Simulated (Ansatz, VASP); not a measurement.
# SrO: VASP beside Ansatz

The input INCAR:

```
SYSTEM = SrO
PREC = Accurate ; ENCUT = 520
EDIFF = 1E-7 ; ISMEAR = 0
SIGMA = 0.02 ; LREAL = .False.
LASPH = .True. ; NELM = 100
ALGO = Fast ; ISIF = 2
LWAVE = .False. ; LCHARG = .True.
GGA = PE ; LELF = .True.
LVHAR = .True. ; NBANDS = 24
```

The input KPOINTS:

```
Automatic mesh
0
Gamma
  9 9 6
  0 0 0
```

Contents of POSCAR:

```
SrO
1.0
    4.1276633968     -0.0191968435     -0.0337334288
   -2.0804566526      3.6752341968     -0.0114956796
   -0.0406776445     -0.0394918576      5.1600288017
Sr O
2 2
Direct
    0.3343009313      0.6479585102      0.9586006037
    0.7136831632      0.4078175714      0.4276478233
    0.2809652158      0.5771662067      0.4516271440
    0.6710520400      0.3670604124      0.9121263686
```

Input for Ansatz:

```yaml
crystal:
  lattice:
    - [4.1276633968, -0.0191968435, -0.0337334288]
    - [-2.0804566526, 3.6752341968, -0.0114956796]
    - [-0.0406776445, -0.0394918576, 5.1600288017]
  atoms:
    - { symbol: Sr, position: [0.3343009313, 0.6479585102, 0.9586006037] }
    - { symbol: Sr, position: [0.7136831632, 0.4078175714, 0.4276478233] }
    - { symbol: O, position: [0.2809652158, 0.5771662067, 0.451627144] }
    - { symbol: O, position: [0.67105204, 0.3670604124, 0.9121263686] }
basis:
  ecutwfc: 420
kpoints:
  mp_grid: { grid: [9, 9, 6] }
hamiltonian:
  xc: pbe
scf:
  occupations: { method: gaussian, width: 0.02 }
output:
  forces: true
  stress: true
  eigenvalues: true
```

Change from the starting cell: all atoms moved at random, cell strained at random.

Alike in both runs: task single point; functional PBE; k mesh 9 × 9 × 6; occupations gaussian, width 0.02 eV; no spin polarisation.

|  | VASP | Ansatz |
| --- | --- | --- |
| version | VASP 6.6.1 | Ansatz 0.2.0 |
| potentials or method | VASP PAW PBE potentials, release 64 (Sr_sv, O) | scalar-relativistic, plane waves, PAW |
| plane-wave cutoff (eV) | 520 | 420 |
| valence electrons in the cell | 32 | 32 |

VASP gave:

| Property | Result |
| --- | --- |
| gap on the k mesh at the Fermi level (eV) | 2.07 |
| least direct gap on the mesh (eV) | 2.40 |
| pressure (GPa) | 11.8 |
| largest component of the traceless stress (GPa) | 17.90 |
| rms of the force components (eV/Å) | 1.401 |

Question: Which values does Ansatz return?

Answer: gap on the k mesh at the Fermi level (eV): 2.08; least direct gap on the mesh (eV): 2.40; pressure (GPa): 10.9; largest component of the traceless stress (GPa): 16.92; rms of the force components (eV/Å): 1.334.

Atom by atom the forces differ by 0.072 eV/Å (rms over components). The functional is the same, so the differences come from potentials, cutoffs and numerics.

Caveats: an odd mesh through Γ misses points on the zone boundary, where band edges often lie; forces of over 1 eV/Å show positions far from the minimum, so gaps and moduli don't describe the material at rest.
